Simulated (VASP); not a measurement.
# From VASP inputs to Ansatz: GaN (zincblende)

INCAR

```
ISTART = 1
LREAL = .FALSE.
GGA = PE
LWAVE = .FALSE.
EDIFF = 1E-7
SIGMA = 0.01
IBRION = -1
LASPH = .TRUE.
LHFCALC = .TRUE.
PRECFOCK = Fast
ALGO = Normal
NELM = 120
PREC = Accurate
ISIF = 2
ENCUT = 520
AEXX = 0.25
HFSCREEN = 0.2079
NSW = 0
ISMEAR = 0
NBANDS = 16
LCHARG = .FALSE.
```

The run starts from the orbitals of a PBE run on the same cell and mesh.

KPOINTS

```
KPOINTS created by Atomic Simulation Environment
0
Gamma
6 6 6
0 0 0
```

KPOINTS_OPT

```
special points
6
Reciprocal
0.0000000000 0.0000000000 0.0000000000 1
0.5000000000 0.0000000000 0.5000000000 1
0.5000000000 0.2500000000 0.7500000000 1
0.3750000000 0.3750000000 0.7500000000 1
0.5000000000 0.5000000000 0.5000000000 1
0.6250000000 0.2500000000 0.6250000000 1
```

POSCAR

```
Ga N
 1.0000000000000000
     0.0000000000000000    2.2489525470600347    2.2489525470600347
     2.2489525470600347    0.0000000000000000    2.2489525470600347
     2.2489525470600347    2.2489525470600347    0.0000000000000000
 Ga  N
   1   1
Cartesian
  0.0000000000000000 -0.0000000000000000 -0.0000000000000000
  1.1244762735300171  1.1244762735300171  1.1244762735300171
```

VASP ran with the recommended PBE PAW datasets (18 valence electrons in the cell).

Write an Ansatz input for this cell and level of theory.



```yaml
crystal:
  lattice:
    - [0.0, 2.2489525471, 2.2489525471]
    - [2.2489525471, 0.0, 2.2489525471]
    - [2.2489525471, 2.2489525471, 0.0]
  atoms:
    - { symbol: Ga, position: [0.0, 0.0, 0.0] }
    - { symbol: "N", position: [0.25, 0.25, 0.25] }
kpoints:
  mp_grid: { grid: [6, 6, 6] }
  band_path:
    path:
      - [0.0, 0.0, 0.0]
      - [0.5, 0.0, 0.5]
      - [0.5, 0.25, 0.75]
      - [0.375, 0.375, 0.75]
      - [0.5, 0.5, 0.5]
      - [0.625, 0.25, 0.625]
    npoints: 1
hamiltonian:
  xc: hse06
scf:
  occupations: { method: fixed }
  n_extra_bands: 4
output:
  forces: true
  stress: true
  eigenvalues: true
```

Other inputs would serve too.

|  | VASP | Ansatz |
| --- | --- | --- |
| gap between bands v and c | 3.02 eV | 3.01 eV |
| least direct gap | 3.02 eV | 3.01 eV |
| pressure | -0.1 GPa | 0.0 GPa |

The two codes use different PAW datasets and cutoffs. VASP's cell holds 18 valence electrons and Ansatz's 18. Ansatz's stress includes a Pulay correction; VASP's doesn't.
